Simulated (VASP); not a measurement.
A run of VASP 6.6.1:

File INCAR:

```
SYSTEM = Cu2O
PREC = Accurate
ENCUT = 600
EDIFF = 1E-7
ISMEAR = -1
SIGMA = 0.05
LREAL = .False.
LASPH = .True.
NELM = 100
ALGO = Normal
ISIF = 3
LWAVE = .False.
LCHARG = .False.
GGA = PS
IBRION = 2
NSW = 60
EDIFFG = -0.02
```

Contents of KPOINTS:

```
Automatic mesh
0
Gamma
  8 8 8
  0 0 0
```

Contents of POSCAR:

```
Cu2O
1.0
    4.2600000000      0.0000000000      0.0000000000
    0.0000000000      4.2600000000      0.0000000000
    0.0000000000      0.0000000000      4.2600000000
Cu O
4 2
Direct
    0.2500000000      0.2500000000      0.2500000000
    0.2500000000      0.7500000000      0.7500000000
    0.7500000000      0.7500000000      0.2500000000
    0.7500000000      0.2500000000      0.7500000000
    0.0000000000      0.0000000000      0.0000000000
    0.5000000000      0.5000000000      0.5000000000
```

Potentials or basis: VASP PAW PBE potentials, release 64 (Cu, O).

Launch:

```bash
$ cat potpaw_PBE.64/Cu/POTCAR potpaw_PBE.64/O/POTCAR > POTCAR
$ mpirun -np 1 vasp_std > vasp.out
```

Hardware: 1 thread of Intel(R) Xeon(R) Platinum 8488C (Sapphire Rapids), with other jobs on the host.

Question: Estimate the wall time of this run.

Answer: It took 6.8 min on 1 thread of Intel(R) Xeon(R) Platinum 8488C (Sapphire Rapids), on a shared host, peak memory 0.25 GiB. Counts: scf iterations 37, k points 35, ion steps 3.
